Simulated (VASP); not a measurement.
Here is a VASP 6.6.1 calculation.

INCAR

```
SYSTEM = SiC
ALGO = Normal
EDIFF = 1E-6
ENCUT = 520
GGA = PE
ISIF = 2
ISMEAR = 0
KPAR = 4
LASPH = .TRUE.
LCHARG = .TRUE.
LREAL = .FALSE.
LVHAR = .TRUE.
LWAVE = .FALSE.
NELM = 100
PREC = Accurate
SIGMA = 0.02
```

Contents of KPOINTS:

```
k-points
0
G
  8 6 8
  0 0 0
```

File POSCAR:

```
SiC                                     
1.0
    3.0787381452      0.0000000000      0.0000000000
    0.0000000000      4.3539932400      0.0000000000
    0.0000000000      0.0000000000      3.1361165087
  Si              C             
     2     2
Direct
     0.0000000000000000    0.0000000000000000    0.0000000000000000
     0.5000000000000000    0.5000000000000000    0.5000000000000000
     0.0000000000000000    0.2500000000000000    0.5000000000000000
     0.5000000000000000    0.7500000000000000    1.0000000000000000
```

Potentials or basis: VASP PAW PBE potentials, release 64 (Si, C).

Launch:

```console
$ cat potpaw_PBE.64/Si/POTCAR potpaw_PBE.64/C/POTCAR > POTCAR
$ mpirun -np 4 vasp_std > vasp.out
```

(1) Estimate the largest force.

(2) Predict the pressure.

(3) What does it give for the band gap on the k mesh?

Answers

(1) 0.139 eV/Å.

(2) -0.1 GPa.

(3) 1.27 eV.
